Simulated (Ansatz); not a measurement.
# Br (Cmce) in Ansatz: settings compared

The runs below take Br through band structure, with revPBE, BLYP, r2SCAN.

Program: Ansatz 0.2.0. These are calculated values, not measurements. Logs are shortened: lines on timing, memory, paths and dates and some standing lists are left out, and cuts for length are marked.

## (1) The crystal as given

The structure is orthorhombic, space group Cmce (No. 64). The conventional cell has a = 6.726 Å, b = 4.645 Å, c = 8.702 Å, α = 90.00°, β = 90.00°, γ = 90.00°. Around Br (site symmetry m) lie 1 Br at 2.29 Å.

## (2) Band structure, revPBE

The input, input.yaml:

```yaml
crystal:
  lattice:
    - [3.36325, -2.32255, 0.0]
    - [3.36325, 2.32255, 0.0]
    - [0.0, 0.0, 8.7023]
  atoms:
    - { symbol: Br, position: [0.3651, 0.6349, 0.3901] }
    - { symbol: Br, position: [0.1349, 0.8651, 0.8901] }
    - { symbol: Br, position: [0.6349, 0.3651, 0.6099] }
    - { symbol: Br, position: [0.8651, 0.1349, 0.1099] }
hamiltonian:
  xc: revpbe
  pseudopotentials: { kind: paw }
kpoints:
  mp_grid: { grid: [4, 4, 2] }
  band_path:
    path:
      - [[0.0, 0.0, 0.0], [0.3692207505, -0.3692207505, 0.0], [0.0, -0.5, 0.0], [0.0, -0.5, -0.5], [0.3692207505, -0.3692207505, -0.5], [0.0, 0.0, -0.5], [0.0, 0.0, 0.0], [-0.5, -0.5, 0.0], [-0.3692207505, -0.6307792495, 0.0], [-0.3692207505, -0.6307792495, -0.5], [-0.5, -0.5, -0.5], [-0.5, -0.5, 0.0]]
      - [[0.0, 0.0, -0.5], [-0.5, -0.5, -0.5]]
    npoints: 14
scf:
  occupations: { method: fermi_dirac, width: 0.05 }
  n_extra_bands: 10
output:
  forces: true
  stress: true
  eigenvalues: true
  fatbands: true
```

Potentials or basis: Ansatz PAW.

Command:

```bash
$ ansatz run input.yaml --threads 2 --pin off --max-ram 5632MiB --backend cpu --events-out ev --progress --plain --runs-dir out
```

Standard output:

```text
Warning: RAYON_NUM_THREADS=2 ignored (pool sized by the plan → 2); use --threads N
scf.n_extra_bands = 10 over 14 filled bands (N_el = 28.0): the run solves 24 bands
Engine: ansatz 0.2.0, aarch64-unknown-linux-gnu
Pseudopotentials: kind: paw
Pseudopotential: Br, paw, valence charge 7, recommended cutoff 420 eV (normal), Br.paw.azcp
Functional definition: revPBE
  parameter kappa = 1.245
  parameter beta = 0.06672455060314922
  exchange = pbe_x(kappa = kappa, mu = beta*pi^2/3)
  correlation = pbe_c(beta = beta)
Crystal: 4 atoms, lattice volume = 135.953 Å³
Basis set: ecut = 420 eV, 2641 PW (Γ), exchange–correlation on 60×60×120 points (8 copies of the dense FFT grid, shifted against one another)
Bands: 24, of which v1, the nominal top of the filled ones, is band 14 counted from 1 (13 counted from 0)
Symmetry: 8 space group operations
Space group: Cmce (ITA 64), of the structure as read, at distance tolerance 5.1e-5 Å
k-points: 14 of 32
Non-local potential: Br, projectors of the file, l = 0: 2, l = 1: 2, l = 2: 2
PAW form: soft (Blöchl's): semilocal exchange-correlation on the pseudo side does not see the compensation charge
PAW frozen core: Br, regenerated for the run's functional, and the local potential with it (the file was generated under x = pbe(κ = 0.804, μ = 0.2195149727645171), c = pbe(β = 0.06672455060314922))
PAW one-centre angular grid: Br, 110 points (default); XC on 64 Gauss nodes
Initial density: superposition of atomic densities (neutral atoms: chi_scale 0, normalization atom), corrected by the library's trained network
Initial wavefunctions: pseudopotential atomic-orbital guess
Functional: x = revpbe(κ = 1.245, μ = 0.2195149727645171), c = pbe(β = 0.06672455060314922)
SCF iter   1: F=—  HF=-11150.448833 eV  |F-HF|=—  |Δ(HF+E_count)|=         —  Δρ=2.06e-3  dr2=5.60e-3  ethr=1.77e-3  ⟨swp⟩=6.6  Hψ=1893  notcnv=0  defer=11
preconditioner: auto → Resta (q_TF=auto, 2.097 Å⁻¹)  ε∞=2.6  [insulator: Δε(μ)=1.932 eV  Ē_g=13.425 eV  σ=0.050 eV  W_gap=1.00  n_scr=22 (ndim 8)  ℏωp=16.9 eV  f_vac=0.000  D(μ)=0.00/eV (n_scr^D=0)  ε∞_Penn≈2.6]
SCF iter   2: F=—  HF=-11150.449987 eV  |F-HF|=—  |Δ(HF+E_count)|=   1.15e-3  Δρ=1.12e-3  dr2=1.81e-3  ethr=2.00e-5  ⟨swp⟩=2.1  Hψ=622  notcnv=0  defer=40
SCF iter   3: F=—  HF=-11150.450910 eV  |F-HF|=—  |Δ(HF+E_count)|=   9.24e-4  Δρ=1.92e-4  dr2=5.94e-5  ethr=6.47e-6  ⟨swp⟩=2.1  Hψ=425  notcnv=0  defer=40
SCF iter   4: F=—  HF=-11150.451027 eV  |F-HF|=—  |Δ(HF+E_count)|=   1.17e-4  Δρ=5.59e-5  dr2=7.60e-6  ethr=2.12e-7  ⟨swp⟩=2.0  Hψ=465  notcnv=0  defer=40
SCF iter   5: F=—  HF=-11150.451039 eV  |F-HF|=—  |Δ(HF+E_count)|=   1.15e-5  Δρ=1.78e-5  dr2=3.18e-7  ethr=2.71e-8  ⟨swp⟩=2.0  Hψ=437  notcnv=0  defer=40
SCF iter   6: F=-11150.451041 eV  HF=-11150.451041 eV  |F-HF|=3.26e-8  |Δ(HF+E_count)|=   2.35e-6  Δρ=2.35e-6  dr2=7.06e-9  ethr=3.57e-10  ⟨swp⟩=10.4  Hψ=1936  notcnv=0
SCF 1 converged in 6 iterations: F = -11150.451041 eV  dr2 = 7.06e-9
NSCF: frozen V_eff on 170 k-points
SCF converged after 6 iterations
Free energy (F): -11150.451041 eV
Harris-Foulkes:  -11150.451041 eV  (|F-HF|=3.26e-8)
Internal energy: -11150.451041 eV  (E = F + TS)
E sigma→0 (E₀):  -11150.451041 eV
Fermi energy:    2.637567 eV
--- Per-component energies (eV) ---
  E_band       = -109.341342
  E_kinetic    = 528.923316
  E_local      = -947.735683  (includes V_loc(G=0)·N_el)
  E_nonlocal   = 279.822968
  E_hartree    = 241.701364
  E_xc         = -1054.559015
  E_vxc        = -406.880795  (∫ρ·V_xc dr)
  E_paw        = -9003.880026  (= ΣΔE_a)
  E_vpaw       = -46.873462  (= ΣTr[D̂ρ^β])
  E_aug_tail   = -0.000000  (compensation charges beyond the density's cutoff)
  E_ewald      = -1194.553381
  E_core_change = -0.170584  (= ΣΔE_core)
  E_smearing   = -0.000000  (= −TS)
  E_closure    = 0.000000  (closes the sum)
  Σ components = -11150.451041   (vs F -11150.451041, Δ=0.00e0)
--- Forces (eV/Å), atoms counted from 1 ---
  atom   1  Br     0.00000000     0.40921783    -0.73954544
  atom   2  Br     0.00000000    -0.40921783    -0.73954544
  atom   3  Br     0.00000000    -0.40921783     0.73954544
  atom   4  Br     0.00000000     0.40921783     0.73954544
  max |Σ_I F_I| component: 1.11e-16 eV/Å
--- Stress (GPa, compression-positive) ---
        2.386855       0.000000       0.000000
        0.000000       2.597940       0.000000
        0.000000       0.000000       4.272355
  P = ⅓ Tr σ = 3.0857 GPa (30.857 kbar)
--- Band table (eV; the first three rows and the last of 14) ---
  k-point 0: bands = ["-14.2660", "-13.9543", "-11.4366", "-10.7725", "-3.2680", "-2.2848", "-0.5218", "-0.5082", "-0.0601", "-0.0189", "0.7197", "1.2871", "1.5541", "1.5879", "3.5699", "4.2902", "7.8931", "8.5311", "9.2096", "10.7892", "10.9135", "11.0978", "12.1008", "12.3667"]
  k-point 1: bands = ["-14.1239", "-14.1239", "-11.0980", "-11.0980", "-2.8454", "-2.8454", "-0.2900", "-0.2900", "-0.0395", "-0.0395", "0.8337", "0.8337", "1.5708", "1.5708", "3.8001", "3.8001", "8.5525", "8.5525", "10.1551", "10.1551", "10.7879", "10.7879", "12.6611", "12.6611"]
  k-point 2: bands = ["-14.1508", "-13.9241", "-11.3438", "-10.8804", "-3.2654", "-2.5562", "-1.0484", "-0.9085", "-0.3078", "-0.2727", "1.0350", "1.2532", "1.3845", "1.4847", "3.7235", "4.2162", "8.9556", "9.2227", "10.0172", "10.2357", "10.8039", "11.5164", "12.2962", "12.9941"]
  k-point 13: bands = ["-13.9300", "-13.9300", "-11.0162", "-11.0162", "-2.8483", "-2.8483", "-1.6612", "-1.6612", "-0.6531", "-0.6531", "0.7418", "0.7418", "1.0295", "1.0295", "3.6967", "3.6967", "9.8580", "9.8580", "10.8668", "10.8668", "10.9259", "10.9259", "13.0710", "13.0710"]
```

It took 10 s on 2 threads of Arm Neoverse V2, shared host; peak memory 0.49 GiB.

Results:

- Free energy: -11150.4510 eV
- Pressure: 3.1 GPa
- Largest force: 0.845 eV/Å
- Band gap on the k mesh: 1.93 eV, indirect (least direct gap 1.98 eV)
- Band gap along the path: 1.92 eV, indirect (least direct gap 1.97 eV)

Forces on the atoms (eV/Å):
```
Br   0.000  0.409 -0.740
Br   0.000 -0.409 -0.740
Br   0.000 -0.409  0.740
Br   0.000  0.409  0.740
```

Stress tensor (GPa, compression positive):
```
2.39 0.00 0.00
0.00 2.60 0.00
0.00 0.00 4.27
```

Levels at the corners of the path, in eV from the valence-band top:
```
point  band 11  band 12  band 13  band 14  band 15  band 16  band 17  band 18
    Γ    -0.92    -0.35    -0.08    -0.05     1.93     2.65     6.25     6.89
    X    -1.11    -0.85    -0.32    -0.03     2.14     2.39     8.06     8.58
    S    -0.78    -0.78    -0.24    -0.24     2.56     2.56     7.36     7.36
    R    -0.52    -0.52     0.00     0.00     2.30     2.30     7.68     7.68
    A    -0.52    -0.52    -0.48    -0.48     2.25     2.25     8.62     8.62
    Z    -0.80    -0.80    -0.07    -0.07     2.16     2.16     6.91     6.91
    Γ    -0.92    -0.35    -0.08    -0.05     1.93     2.65     6.25     6.89
    Y    -1.30    -1.13    -0.39    -0.03     1.98     2.34     7.51     7.78
   X1    -1.11    -0.85    -0.32    -0.03     2.14     2.39     8.06     8.58
   A1    -0.52    -0.52    -0.48    -0.48     2.25     2.25     8.62     8.62
    T    -0.90    -0.90    -0.61    -0.61     2.06     2.06     8.22     8.22
    Y    -1.30    -1.13    -0.39    -0.03     1.98     2.34     7.51     7.78
    Z    -0.80    -0.80    -0.07    -0.07     2.16     2.16     6.91     6.91
    T    -0.90    -0.90    -0.61    -0.61     2.06     2.06     8.22     8.22
```

Caveat: the PAW data sets come from PBE, with cores solved anew for the run's functional, which leaves a small shift of forces and pressure.

## (3) Band structure, BLYP

Edit input.yaml of step 2 so:

```diff
@@ -11,3 +11,3 @@
 hamiltonian:
-  xc: revpbe
+  xc: blyp
   pseudopotentials: { kind: paw }
@@ -27,2 +27,2 @@
   eigenvalues: true
-  fatbands: true
+  fatbands: false
```

Potentials or basis: Ansatz PAW.

Command:

```bash
$ ansatz run input.yaml --threads 2 --pin off --max-ram 5632MiB --backend cpu --events-out ev --progress --plain --runs-dir out
```

Standard output:

```text
Warning: RAYON_NUM_THREADS=2 ignored (pool sized by the plan → 2); use --threads N
scf.n_extra_bands = 10 over 14 filled bands (N_el = 28.0): the run solves 24 bands
Engine: ansatz 0.2.0, aarch64-unknown-linux-gnu
Pseudopotentials: kind: paw
Pseudopotential: Br, paw, valence charge 7, recommended cutoff 420 eV (normal), Br.paw.azcp
Functional definition: BLYP
  parameter beta = 0.0042
  parameter a = 0.04918
  parameter b = 0.132
  parameter c = 0.2533
  parameter d = 0.349
  exchange = b88_x(beta = beta)
  correlation = lyp_c(a = a, b = b, c = c, d = d)
Crystal: 4 atoms, lattice volume = 135.953 Å³
Basis set: ecut = 420 eV, 2641 PW (Γ), exchange–correlation on 60×60×120 points (8 copies of the dense FFT grid, shifted against one another)
Bands: 24, of which v1, the nominal top of the filled ones, is band 14 counted from 1 (13 counted from 0)
Symmetry: 8 space group operations
Space group: Cmce (ITA 64), of the structure as read, at distance tolerance 5.1e-5 Å
k-points: 14 of 32
Non-local potential: Br, projectors of the file, l = 0: 2, l = 1: 2, l = 2: 2
PAW form: soft (Blöchl's): semilocal exchange-correlation on the pseudo side does not see the compensation charge
PAW frozen core: Br, regenerated for the run's functional, and the local potential with it (the file was generated under x = pbe(κ = 0.804, μ = 0.2195149727645171), c = pbe(β = 0.06672455060314922))
PAW one-centre angular grid: Br, 110 points (default); XC on 64 Gauss nodes
Initial density: superposition of atomic densities (neutral atoms: chi_scale 0, normalization atom), corrected by the library's trained network
Initial wavefunctions: pseudopotential atomic-orbital guess
Functional: x = b88, c = lyp
SCF iter   1: F=—  HF=-11178.767493 eV  |F-HF|=—  |Δ(HF+E_count)|=         —  Δρ=4.22e-3  dr2=1.93e-2  ethr=1.77e-3  ⟨swp⟩=6.5  Hψ=1869  notcnv=0  defer=9
preconditioner: auto → Resta (q_TF=auto, 2.097 Å⁻¹)  ε∞=2.6  [insulator: Δε(μ)=1.855 eV  Ē_g=13.369 eV  σ=0.050 eV  W_gap=1.00  n_scr=22 (ndim 8)  ℏωp=16.9 eV  f_vac=0.000  D(μ)=0.00/eV (n_scr^D=0)  ε∞_Penn≈2.6]
SCF iter   2: F=—  HF=-11178.762588 eV  |F-HF|=—  |Δ(HF+E_count)|=   4.90e-3  Δρ=1.82e-3  dr2=3.35e-3  ethr=6.89e-5  ⟨swp⟩=2.0  Hψ=644  notcnv=0  defer=41
SCF iter   3: F=—  HF=-11178.761794 eV  |F-HF|=—  |Δ(HF+E_count)|=   7.94e-4  Δρ=1.99e-4  dr2=4.12e-5  ethr=1.20e-5  ⟨swp⟩=2.6  Hψ=465  notcnv=0  defer=41
SCF iter   4: F=—  HF=-11178.761839 eV  |F-HF|=—  |Δ(HF+E_count)|=   4.47e-5  Δρ=6.58e-5  dr2=3.72e-6  ethr=1.47e-7  ⟨swp⟩=2.0  Hψ=463  notcnv=0  defer=41
SCF iter   5: F=—  HF=-11178.761843 eV  |F-HF|=—  |Δ(HF+E_count)|=   4.57e-6  Δρ=1.00e-5  dr2=1.41e-7  ethr=1.33e-8  ⟨swp⟩=2.1  Hψ=438  notcnv=0  defer=41
SCF iter   6: F=-11178.761843 eV  HF=-11178.761843 eV  |F-HF|=4.44e-9  |Δ(HF+E_count)|=   1.56e-7  Δρ=2.13e-6  dr2=8.47e-9  ethr=3.57e-10  ⟨swp⟩=10.5  Hψ=1841  notcnv=0
SCF 1 converged in 6 iterations: F = -11178.761843 eV  dr2 = 8.47e-9
NSCF: frozen V_eff on 170 k-points
SCF converged after 6 iterations
Free energy (F): -11178.761843 eV
Harris-Foulkes:  -11178.761843 eV  (|F-HF|=4.44e-9)
Internal energy: -11178.761843 eV  (E = F + TS)
E sigma→0 (E₀):  -11178.761843 eV
Fermi energy:    2.802963 eV
--- Per-component energies (eV) ---
  E_band       = -103.996595
  E_kinetic    = 530.804850
  E_local      = -955.252518  (includes V_loc(G=0)·N_el)
  E_nonlocal   = 285.788913
  E_hartree    = 241.976346
  E_xc         = -1049.514762
  E_vxc        = -399.815777  (∫ρ·V_xc dr)
  E_paw        = -9038.314643  (= ΣΔE_a)
  E_vpaw       = -49.474191  (= ΣTr[D̂ρ^β])
  E_aug_tail   = -0.000000  (compensation charges beyond the density's cutoff)
  E_ewald      = -1194.553381
  E_core_change = 0.303351  (= ΣΔE_core)
  E_smearing   = -0.000000  (= −TS)
  E_closure    = -0.000000  (closes the sum)
  Σ components = -11178.761843   (vs F -11178.761843, Δ=0.00e0)
--- Forces (eV/Å), atoms counted from 1 ---
  atom   1  Br     0.00000000     0.64576997    -1.08208695
  atom   2  Br     0.00000000    -0.64576997    -1.08208695
  atom   3  Br     0.00000000    -0.64576997     1.08208695
  atom   4  Br     0.00000000     0.64576997     1.08208695
  max |Σ_I F_I| component: 0.00e0 eV/Å
--- Stress (GPa, compression-positive) ---
        2.224671       0.000000       0.000000
        0.000000       3.124290       0.000000
        0.000000       0.000000       5.783878
  P = ⅓ Tr σ = 3.7109 GPa (37.109 kbar)
--- Band table (eV; the first three rows and the last of 14) ---
  k-point 0: bands = ["-14.1055", "-13.7925", "-11.3176", "-10.6614", "-3.0331", "-2.0459", "-0.2866", "-0.2862", "0.1827", "0.2213", "0.9050", "1.4789", "1.7542", "1.7948", "3.6923", "4.4407", "7.8643", "8.5602", "9.3330", "10.9060", "10.9440", "11.1857", "12.2505", "12.4573"]
  k-point 1: bands = ["-13.9629", "-13.9629", "-10.9823", "-10.9823", "-2.6118", "-2.6118", "-0.0526", "-0.0526", "0.2020", "0.2020", "1.0210", "1.0210", "1.7742", "1.7742", "3.9214", "3.9214", "8.5568", "8.5568", "10.2416", "10.2416", "10.8942", "10.8942", "12.7850", "12.7850"]
  k-point 2: bands = ["-13.9895", "-13.7619", "-11.2259", "-10.7680", "-3.0342", "-2.3224", "-0.8372", "-0.6952", "-0.0757", "-0.0387", "1.2372", "1.4486", "1.5810", "1.6875", "3.8477", "4.3631", "8.9613", "9.2588", "10.1414", "10.2906", "10.9158", "11.6067", "12.3594", "13.1286"]
  k-point 13: bands = ["-13.7677", "-13.7677", "-10.9009", "-10.9009", "-2.6136", "-2.6136", "-1.4668", "-1.4668", "-0.4256", "-0.4256", "0.9295", "0.9295", "1.2211", "1.2211", "3.8264", "3.8264", "9.9488", "9.9488", "10.9920", "10.9920", "11.0291", "11.0291", "13.2430", "13.2430"]
```

Wall time 6.3 s (2 threads of Arm Neoverse V2, shared host); peak memory 0.49 GiB.

What came out:

* Free energy: -11178.7618 eV
* Pressure: 3.7 GPa
* Largest force: 1.260 eV/Å
* Band gap on the k mesh: 1.85 eV, indirect (least direct gap 1.90 eV)
* Band gap along the path: 1.83 eV, indirect (least direct gap 1.88 eV)

Forces in eV/Å, atoms in the order of the input:
```
Br   0.000  0.646 -1.082
Br   0.000 -0.646 -1.082
Br   0.000 -0.646  1.082
Br   0.000  0.646  1.082
```

Levels at the corners of the path, in eV from the valence-band top:
```
point  band 10  band 11  band 12  band 13  band 14  band 15  band 16  band 17  band 18  band 19
    Γ    -1.62    -0.94    -0.37    -0.09    -0.05     1.85     2.60     6.02     6.71     7.49
    X    -2.48    -1.14    -0.87    -0.33    -0.04     2.07     2.32     7.98     8.51     8.88
    S    -1.99    -0.81    -0.81    -0.25    -0.25     2.50     2.50     7.20     7.20     9.27
    R    -2.04    -0.53    -0.53     0.00     0.00     2.23     2.23     7.51     7.51     8.67
    A    -2.73    -0.54    -0.54    -0.49    -0.49     2.19     2.19     8.50     8.50     9.02
    Z    -1.64    -0.82    -0.82    -0.07    -0.07     2.08     2.08     6.71     6.71     8.40
    Γ    -1.62    -0.94    -0.37    -0.09    -0.05     1.85     2.60     6.02     6.71     7.49
    Y    -2.32    -1.33    -1.15    -0.40    -0.03     1.90     2.28     7.42     7.66     7.82
   X1    -2.48    -1.14    -0.87    -0.33    -0.04     2.07     2.32     7.98     8.51     8.88
   A1    -2.73    -0.54    -0.54    -0.49    -0.49     2.19     2.19     8.50     8.50     9.02
    T    -2.27    -0.92    -0.92    -0.62    -0.62     1.98     1.98     8.10     8.10     9.15
    Y    -2.32    -1.33    -1.15    -0.40    -0.03     1.90     2.28     7.42     7.66     7.82
    Z    -1.64    -0.82    -0.82    -0.07    -0.07     2.08     2.08     6.71     6.71     8.40
    T    -2.27    -0.92    -0.92    -0.62    -0.62     1.98     1.98     8.10     8.10     9.15
```

Caveat: the PAW data sets come from PBE, with cores solved anew for the run's functional, which leaves a small shift of forces and pressure; forces of over 1 eV/Å show positions far from the minimum, so gaps and moduli don't describe the material at rest. Expect the measured gap to be larger: semilocal functionals such as BLYP lack the derivative discontinuity.

## (4) Band structure, r2SCAN

Edit input.yaml of step 3 so:

```diff
@@ -11,3 +11,3 @@
 hamiltonian:
-  xc: blyp
+  xc: r2scan
   pseudopotentials: { kind: paw }
@@ -28 +28,5 @@
   fatbands: false
+  write_density: true
+  write_potential: true
+  elf: true
+  volumetric_format: npy
```

Command:

```bash
$ ansatz run input.yaml --threads 2 --pin off --max-ram 5632MiB --backend cpu --events-out ev --progress --plain --runs-dir out
```

Wall time 13 s (2 threads of Arm Neoverse V2, shared host); peak memory 0.72 GiB.

The run converged. Its results:

```yaml
Free_energy: -11171.3640 eV
Pressure: 0.7 GPa
Largest_force: 0.588 eV/Å
Band_gap_on_the_k_mesh: 2.17 eV, indirect (least direct gap 2.24 eV)
Band_gap_along_the_path: 2.16 eV, indirect (least direct gap 2.23 eV)
```

Forces on the atoms (eV/Å):
```
Br   0.000  0.290 -0.512
Br   0.000 -0.290 -0.512
Br   0.000 -0.290  0.512
Br   0.000  0.290  0.512
```

Stress tensor (GPa, compression positive):
```
0.23 0.00 0.00
0.00 0.34 0.00
0.00 0.00 1.58
```

Levels at the corners of the path, in eV from the valence-band top:
| point | band 12 | band 13 | band 14 | band 15 | band 16 | band 17 |
| --- | --- | --- | --- | --- | --- | --- |
| Γ | -0.37 | -0.10 | -0.06 | 2.17 | 2.90 | 6.63 |
| X | -0.88 | -0.32 | -0.05 | 2.37 | 2.62 | 8.43 |
| S | -0.80 | -0.26 | -0.26 | 2.79 | 2.79 | 7.71 |
| R | -0.55 | 0.00 | 0.00 | 2.54 | 2.54 | 8.04 |
| A | -0.56 | -0.49 | -0.49 | 2.49 | 2.49 | 8.99 |
| Z | -0.83 | -0.08 | -0.08 | 2.40 | 2.40 | 7.28 |
| Γ | -0.37 | -0.10 | -0.06 | 2.17 | 2.90 | 6.63 |
| Y | -1.17 | -0.41 | -0.05 | 2.21 | 2.58 | 7.85 |
| X1 | -0.88 | -0.32 | -0.05 | 2.37 | 2.62 | 8.43 |
| A1 | -0.56 | -0.49 | -0.49 | 2.49 | 2.49 | 8.99 |
| T | -0.93 | -0.65 | -0.65 | 2.28 | 2.28 | 8.56 |
| Y | -1.17 | -0.41 | -0.05 | 2.21 | 2.58 | 7.85 |
| Z | -0.83 | -0.08 | -0.08 | 2.40 | 2.40 | 7.28 |
| T | -0.93 | -0.65 | -0.65 | 2.28 | 2.28 | 8.56 |

Caveat: the PAW data sets come from PBE, with cores solved anew for the run's functional, which leaves a small shift of forces and pressure. r2SCAN opens gaps a little over a GGA but as a rule still falls short of measured ones.

## (5) The runs side by side

```csv
level,cutoff (eV),gap on the mesh (eV),pressure (GPa),largest force (eV/Å)
revPBE,420,1.93,3.1,0.85
BLYP,420,1.85,3.7,1.26
r2SCAN,500,2.17,0.7,0.59
```

Alike in all rows: task band structure; potentials or basis Ansatz PAW; no spin polarisation; cell as given; k mesh 4 × 4 × 2; smearing fermi-dirac 0.05 eV.

On the cell as given the gap runs from 1.83 eV (BLYP) to 2.16 eV (r2SCAN). The pressure there spans 0.7 GPa (r2SCAN) to 3.7 GPa (BLYP); a positive pressure means that this level wants a larger cell, a negative one a smaller.

Caveats: the PAW data sets come from PBE, with cores solved anew for the run's functional, which leaves a small shift of forces and pressure; forces of over 1 eV/Å show positions far from the minimum, so gaps and moduli don't describe the material at rest (some runs).

Absolute energies hang on the potentials; compare differences alone.
